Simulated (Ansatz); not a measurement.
Cu Kα1 powder pattern (kinematic, no thermal factors).
2θ (°) (relative intensity): 21.11 (5), 30.02 (100), 42.98 (28), 48.35 (3), 53.31 (42), 62.40 (18), 66.66 (1), 70.79 (18), 78.76 (6), 86.52 (22)

The pattern is computed from a structure relaxed with Ansatz, DFT PBE, scalar-relativistic, plane waves, PAW. No spin polarisation. Its elements are Ba, Hf, O.

Give the structure.

BaHfO3.
Space group Pm-3m (No. 221). a = 4.206 Å, b = 4.206 Å, c = 4.206 Å, α = 90.00°, β = 90.00°, γ = 90.00°
```tsv
atom	site	symmetry	x	y	z
Ba	1b	m-3m	0.5000	0.5000	0.5000
Hf	1a	m-3m	0.0000	0.0000	0.0000
O	3d	4/mm.m	0.0000	0.5000	0.0000
```

A pattern alone doesn't exclude other cells with like lines; this is the one computed.

The cell was found from a structure generator's guess, not taken from experiment.
